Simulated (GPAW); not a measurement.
A run of GPAW 26.7.0 is set up as follows.

The input run.py:

```python
import numpy as np
from ase.dft.bandgap import bandgap
from ase.io import read, write
from ase.units import GPa
from gpaw import GPAW, PW
from gpaw.hybrids import NonSelfConsistentHybridXCCalculator
from gpaw.hybrids.energy import non_self_consistent_energy

atoms = read('POSCAR')

calc = GPAW(mode=PW(600),
            xc='PBE',
            kpts={'size': (6, 6, 6), 'gamma': True},
            occupations={'name': 'fermi-dirac', 'width': 0.05},
            nbands=21,
            convergence={'density': 1e-05, 'energy': 1e-05, 'bands': 17, 'eigenstates': 1e-07},
            maxiter=150,
            txt='gpaw.txt')
atoms.calc = calc
energy = atoms.get_potential_energy()
forces = atoms.get_forces()
stress = atoms.get_stress()
calc.write('gs.gpw')
write('result.traj', atoms)
print(f'Energy: {energy:.6f} eV')
print('Forces (eV/A):')
print(forces.round(4))
print('Stress (GPa):', (stress / GPa).round(3))
print('Fermi level:', round(calc.get_fermi_level(), 4), 'eV')
print(f'Gap: {bandgap(calc)[0]:.4f} eV, direct: {bandgap(calc, direct=True)[0]:.4f} eV')

for xc in ['HSE06', 'EXX', 'PBE0']:
    e = non_self_consistent_energy(calc, xc).sum()
    print(f'{xc} energy on these orbitals: {e:.6f} eV')
    nsc = NonSelfConsistentHybridXCCalculator.from_dft_calculation(
        calc.dft, xc, log=f'levels-{xc}.txt')
    dft_skn, hyb_skn = nsc.calculate(calc.dft.ibzwfs, 0, 17)
    np.savetxt(f'levels-{xc}.dat', hyb_skn.reshape((-1, hyb_skn.shape[-1])), fmt='%.4f')
```

POSCAR

```
HfN
1.0
    0.0000000000      2.2560000000      2.2560000000
    2.2560000000      0.0000000000      2.2560000000
    2.2560000000      2.2560000000      0.0000000000
Hf N
1 1
Direct
    0.0000000000      0.0000000000      0.0000000000
    0.5000000000      0.5000000000      0.5000000000
```

Potentials or basis: GPAW PAW data sets (gpaw-data 1.2.1), pw.

Run with:

```sh
$ OMP_NUM_THREADS=1 python run.py
```

(1) Estimate the band gap on the k mesh.

(2) Estimate the pressure.

Results:

(1) none (metal or under the smearing width).

(2) 1.0 GPa.

Caveat: the k mesh is coarse (spacing up to 0.40 Å⁻¹), so the values aren't converged; the cutoff is short for stress and forces, so pressures can be off by a GPa or more; one-shot exact exchange on a metal's smeared states is rough.
